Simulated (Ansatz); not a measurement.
A plane-wave DFT run in Ansatz 0.2.0 (scalar-relativistic PAW potentials unless the input names others): input and command.

```yaml
crystal:
  lattice:
    - [3.7253506185, 0.0, 0.0]
    - [-1.8626753093, 3.3260291481, 0.0]
    - [0.0, 0.0, 6.5233023644]
  atoms:
    - { symbol: Sn, position: [0.0, 0.0, 0.0] }
    - { symbol: Se, position: [0.3333333333, 0.6666666667, 0.2412719747] }
    - { symbol: Se, position: [0.6666666667, 0.3333333333, 0.7587280253] }
  symmetry: { detect: false }
kpoints:
  mp_grid: { grid: [8, 8, 3] }
hamiltonian:
  xc: pbesol
scf:
  occupations: { method: gaussian, width: 0.05 }
output:
  forces: true
  eigenvalues: true
  stress: true
```

```bash
ansatz run input.yaml --threads 1 --pin off --max-ram 2560MiB --backend cpu --events-out ev --progress --plain --runs-dir out
```

Abridged log:
```
Basis set: ecut = 420 eV, 1593 PW (Γ), exchange–correlation on 50×54×90 points (8 copies of the dense FFT grid, shifted against one another)
Bands: 28, of which v1, the nominal top of the filled ones, is band 23 counted from 1 (22 counted from 0)
Symmetry: 1 space group operations
k-points: 98 of 192 (time reversal used)
SCF iter   1: F=—  HF=-16799.191590 eV  |F-HF|=—  |Δ(HF+E_count)|=         —  Δρ=2.23e-3  dr2=3.80e-3  ethr=1.77e-3  ⟨swp⟩=6.4  Hψ=12152  notcnv=0
SCF iter   2: F=—  HF=-16799.188573 eV  |F-HF|=—  |Δ(HF+E_count)|=   3.02e-3  Δρ=1.09e-3  dr2=8.56e-4  ethr=8.26e-6  ⟨swp⟩=2.9  Hψ=5803  notcnv=0  defer=14
SCF iter   3: F=—  HF=-16799.188544 eV  |F-HF|=—  |Δ(HF+E_count)|=   2.93e-5  Δρ=3.29e-4  dr2=6.60e-5  ethr=1.86e-6  ⟨swp⟩=2.0  Hψ=3920  notcnv=0
automatic band count: iteration 3 solves 27 bands in place of 28: the levels show a gap, and the empty bands left out lie too high to hold charge; the band table lists the bands solved (type scf.n_extra_bands for more)
SCF iter   4: F=—  HF=-16799.188556 eV  |F-HF|=—  |Δ(HF+E_count)|=   1.28e-5  Δρ=1.18e-4  dr2=1.10e-5  ethr=1.43e-7  ⟨swp⟩=2.0  Hψ=3910  notcnv=0
SCF iter   5: F=—  HF=-16799.188565 eV  |F-HF|=—  |Δ(HF+E_count)|=   8.56e-6  Δρ=2.50e-5  dr2=9.61e-7  ethr=2.40e-8  ⟨swp⟩=2.0  Hψ=3266  notcnv=0
SCF iter   6: F=—  HF=-16799.188566 eV  |F-HF|=—  |Δ(HF+E_count)|=   6.15e-7  Δρ=9.52e-6  dr2=1.16e-7  ethr=2.09e-9  ⟨swp⟩=2.0  Hψ=3425  notcnv=0
SCF iter   7: F=-16799.188566 eV  HF=-16799.188566 eV  |F-HF|=2.33e-8  |Δ(HF+E_count)|=   2.04e-7  Δρ=2.83e-6  dr2=1.00e-8  ethr=2.17e-10  ⟨swp⟩=5.0  Hψ=9937  notcnv=0
SCF 1 converged in 7 iterations: F = -16799.188566 eV  dr2 = 1.00e-8
SCF converged after 7 iterations
Free energy (F): -16799.188566 eV
Harris-Foulkes:  -16799.188566 eV  (|F-HF|=2.33e-8)
Internal energy: -16799.188566 eV  (E = F + TS)
E sigma→0 (E₀):  -16799.188566 eV
Fermi energy:    7.662227 eV
--- Forces (eV/Å), atoms counted from 1 ---
  atom   1  Sn     0.00000006    -0.00000120    -0.00001342
  atom   2  Se    -0.00000001    -0.03515077     0.24175725
  atom   3  Se     0.00000000     0.03515125    -0.24173285
--- Stress (GPa, compression-positive) ---
        2.664635       0.000000       0.000000
        0.000000       0.196943      -0.211541
        0.000000      -0.211541       1.113440
  P = ⅓ Tr σ = 1.3250 GPa (13.250 kbar)
```

Apart from outputs and empty bands, the input differs from a reference run on usual settings in crystal.symmetry: not typed → {"detect": false}; kpoints.mp_grid.grid: [12, 12, 4] → [8, 8, 3]; hamiltonian.xc: "r2scan" → "pbesol"; basis.ecutwfc: 500 → not typed. The reference, at the same geometry (not necessarily relaxed), gave pressure 2.20 GPa, largest force 0.193 eV/Å, gap on the mesh 0.88 eV. This run converged in 7 SCF iterations (reference: 6) with a total energy on another zero, pressure 1.33 GPa, largest force 0.244 eV/Å, gap on the mesh 0.52 eV. Its k mesh is looser than usual. The Hamiltonian differs as well, so the change in the result can't be put down to that alone.

It took 18 s on 1 thread of Arm Neoverse V2, on a shared host, peak memory 0.42 GiB.